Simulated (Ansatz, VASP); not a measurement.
Two plane-wave programs on Zr2C

```
Zr C
1.0
     1.66509    0.96134    5.39445
    -1.66509    0.96134    5.39445
     0.00000   -1.92268    5.39445
Zr C
2 1
Direct
  0.25547 0.25547 0.25547
  0.74453 0.74453 0.74453
  0.00000 0.00000 0.00000
```

Change from the starting cell: species swapped into the Ba2N type (R-3m, No. 166).

Alike in both runs: functional PBE; k mesh 6 × 6 × 6; occupations gaussian, width 0.1 eV; no spin polarisation.

Ansatz relaxed the structure, and its values are those at the end. VASP's run is a single point on that final structure, the one shown.

|  | VASP | Ansatz |
| --- | --- | --- |
| version | VASP 6.6.1 | Ansatz 0.2.0 |
| potentials or method | VASP PAW PBE potentials, release 64 (Zr_sv, C) | scalar-relativistic, plane waves, PAW |
| plane-wave cutoff (eV) | 520 | 420 |
| valence electrons in the cell | 28 | 28 |

Ansatz gave:

| Quantity | Value |
| --- | --- |
| gap on the k mesh at the Fermi level (eV) | none |
| pressure (GPa) | 0.1 |
| rms of the force components (eV/Å) | 0.005 |

Question: Estimate VASP's values.

Answer: gap on the k mesh at the Fermi level (eV): none; pressure (GPa): 0.2; rms of the force components (eV/Å): 0.011.

A gap of «none» marks a metal or a gap that the smearing closes.

Caveats: the k mesh is coarse (spacing up to 0.37 Å⁻¹), so the values aren't converged.
